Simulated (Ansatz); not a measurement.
A run of Ansatz 0.2.0 is set up as follows.

File input.yaml:

```yaml
crystal:
  lattice:
    - [4.15, 0.0, 0.0]
    - [-2.075, 3.5940054257, 0.0]
    - [0.0, 0.0, 6.737]
  atoms:
    - { symbol: Cd, position: [0.6666666667, 0.3333333333, 0.5] }
    - { symbol: Cd, position: [0.3333333333, 0.6666666667, 0.0] }
    - { symbol: S, position: [0.6666666667, 0.3333333333, 0.875] }
    - { symbol: S, position: [0.3333333333, 0.6666666667, 0.375] }
hamiltonian:
  xc: revpbe
  pseudopotentials: { kind: paw }
kpoints:
  mp_grid: { grid: [7, 7, 4] }
  band_path:
    path:
      - [[0.0, 0.0, 0.0], [0.5, 0.0, 0.0], [0.3333333333, 0.3333333333, 0.0], [0.0, 0.0, 0.0], [0.0, 0.0, 0.5], [0.5, 0.0, 0.5], [0.3333333333, 0.3333333333, 0.5], [0.0, 0.0, 0.5]]
      - [[0.5, 0.0, 0.5], [0.5, 0.0, 0.0]]
      - [[0.3333333333, 0.3333333333, 0.0], [0.3333333333, 0.3333333333, 0.5]]
    npoints: 14
scf:
  occupations: { method: fermi_dirac, width: 0.05 }
  n_extra_bands: 10
output:
  forces: true
  stress: true
  eigenvalues: true
  fatbands: true
```

Potentials or basis: Ansatz PAW.

Command:

```bash
$ ansatz run input.yaml --threads 2 --pin off --max-ram 5632MiB --backend cpu --events-out ev --progress --plain --runs-dir out
```

Question: What does it give for the pressure?

Answer: 3.7 GPa.

Question: What does it give for the largest force?

Answer: 0.070 eV/Å.

Question: Predict the band gap on the k mesh.

Answer: 1.33 eV, direct.

Forces in eV/Å, atoms in the order of the input:
```
Cd   0.000  0.000 -0.070
Cd   0.000  0.000 -0.070
S    0.000  0.000  0.070
S    0.000  0.000  0.070
```

Caveat: the PAW data sets come from PBE, with cores solved anew for the run's functional, which leaves a small shift of forces and pressure.

**What was measured.**

“Isotope dependence of band-gap energy”, 2008, arxiv:0807.2152 quotes, for a bulk crystal of CdS: band gap 2.5809 ± 0.0002 eV.

Measured gap of CdS: 2.5809 eV (quoted in “Isotope dependence of band-gap energy”, 2008, arxiv:0807.2152). This calculation gives 1.33 eV (-1.25 eV). Spin-orbit coupling on Cd is left out. The value is that of revPBE, without temperature or zero-point motion. Semilocal functionals fall short of measured gaps as a rule.
